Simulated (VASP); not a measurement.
A run of VASP 6.6.1 is set up as follows.

The input POSCAR:

```
GeSe
1.0
   11.1847717482      0.0000000000      0.0000000000
    0.0000000000      3.8837711720     -0.0000000000
    0.0000000000     -0.0000000000      4.5225281592
  Ge              Se
     4     4
Direct
     0.1265103369859816    0.7500000000000000    0.8822747476257451
     0.6265103369859816    0.7500000000000000    0.6177252523742549
     0.3734896630140184    0.2500000000000000    0.3822747476257450
     0.8734896630140184    0.2500000000000000    0.1177252523742550
     0.8528159898937713    0.7500000000000000    0.4990693227351549
     0.3528159898937714    0.7500000000000000    0.0009306772648452
     0.6471840101062287    0.2500000000000000    0.9990693227351548
     0.1471840101062286    0.2500000000000000    0.5009306772648452
```

File INCAR.step1:

```
ALGO = Fast ; EDIFF = 1E-8
EDIFFG = -0.002 ; ENCUT = 600
GGA = PE ; IBRION = 2
ISIF = 3 ; ISMEAR = 0
KPAR = 2 ; LASPH = T
LCHARG = F ; LREAL = F
LWAVE = F ; NELM = 80
NSW = 40 ; PREC = Accurate
SIGMA = 0.03
```

File INCAR.step2:

```
ALGO = Fast ; EDIFF = 1E-8
ENCUT = 600 ; GGA = PE
IBRION = 6 ; ISIF = 2
ISMEAR = 0 ; KPAR = 2
LASPH = T ; LCHARG = F
LEPSILON = T ; LREAL = F
LWAVE = F ; NELM = 80
NFREE = 2 ; NSW = 1
POTIM = 0.015 ; PREC = Accurate
SIGMA = 0.03
```

Contents of KPOINTS:

```
k-points
0
Monkhorst-Pack
  4 10 8
```

Potentials or basis: VASP PAW PBE potentials, release 64 (Ge_d, Se).

Run with:

```console
$ cat potpaw_PBE.64/Ge_d/POTCAR potpaw_PBE.64/Se/POTCAR > POTCAR
$ cp INCAR.step1 INCAR
$ mpirun -np 2 vasp_std > vasp.out
$ cp CONTCAR POSCAR
$ cp INCAR.step2 INCAR
$ mpirun -np 2 vasp_std > vasp.out
```

(1) What does it give for the electronic dielectric tensor (diagonal)?

(2) What does it give for the Born charges (mean of the diagonal)?

(3) Estimate the relaxed volume.

Results:

(1) 12.92, 15.83, 14.57.

(2) Ge +2.64; Se -2.64 e.

(3) 24.58 Å³/atom.
